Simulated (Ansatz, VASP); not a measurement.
## One calculation of Hf, two programs

Contents of INCAR:

```
SYSTEM = Hf
PREC = Accurate
ENCUT = 600
EDIFF = 1E-7
ISMEAR = 0
SIGMA = 0.05
LREAL = .False.
LASPH = .True.
NELM = 100
ALGO = Normal
ISIF = 3
LWAVE = .False.
LCHARG = .False.
GGA = PE
IBRION = 2
NSW = 80
EDIFFG = -0.03
```

The input KPOINTS:

```
regular mesh
0
Gamma
  6 6 6
  0 0 0
```

The input POSCAR:

```
Hf
1.0
    4.9623295440      0.0000000000      0.0000000000
   -2.4811647720      4.2975034470      0.0000000000
    0.0000000000      0.0000000000      3.0862322500
Hf
3
Direct
    0.6666666700      0.3333333300      0.5000000000
    0.3333333300      0.6666666700      0.5000000000
    0.0000000000      0.0000000000      0.0000000000
```

Input for Ansatz:

```yaml
crystal:
  lattice:
    - [4.962329544, 0.0, 0.0]
    - [-2.481164772, 4.297503447, 0.0]
    - [0.0, 0.0, 3.08623225]
  atoms:
    - { symbol: Hf, position: [0.66666667, 0.33333333, 0.5] }
    - { symbol: Hf, position: [0.33333333, 0.66666667, 0.5] }
    - { symbol: Hf, position: [0.0, 0.0, 0.0] }
basis:
  ecutwfc: 420
  ecutrho_ratio: 4
kpoints:
  mp_grid: { grid: [6, 6, 6] }
hamiltonian:
  xc: pbe
scf:
  occupations: { method: gaussian, width: 0.05 }
output:
  forces: true
  stress: true
  eigenvalues: true
relax:
  f_tol: 0.03
  max_steps: 60
  cell: { stress_tol: 0.3 }
```

This isn't the form of Hf at room conditions, which is hcp.

Alike in both runs: task relaxation of cell and atoms; functional PBE; k mesh 6 × 6 × 6; occupations gaussian, width 0.05 eV; no spin polarisation.

```csv
,VASP,Ansatz
version,VASP 6.6.1,Ansatz 0.2.0
potentials or method,"VASP PAW PBE potentials, release 64 (Hf_pv)","scalar-relativistic, plane waves, PAW"
plane-wave cutoff (eV),600,420
valence electrons in the cell,30,78
```

```csv
,VASP,Ansatz,Ansatz less VASP
"gap on the k mesh at the Fermi level, each at its own relaxed structure (eV)",none,none,-
relaxed volume (Å³/atom),22.25,22.35,+0.101
relaxed cell length with the largest relative difference (Å),3.107,3.113,+0.0058
energy change over the relaxation (meV/atom),-2,-3,-1.0
```

A gap of «none» marks a metal or a gap that the smearing closes. The two sets of potentials don't hold the same shells in valence.

The runs have no spin-orbit coupling, so splittings on Hf are missing.
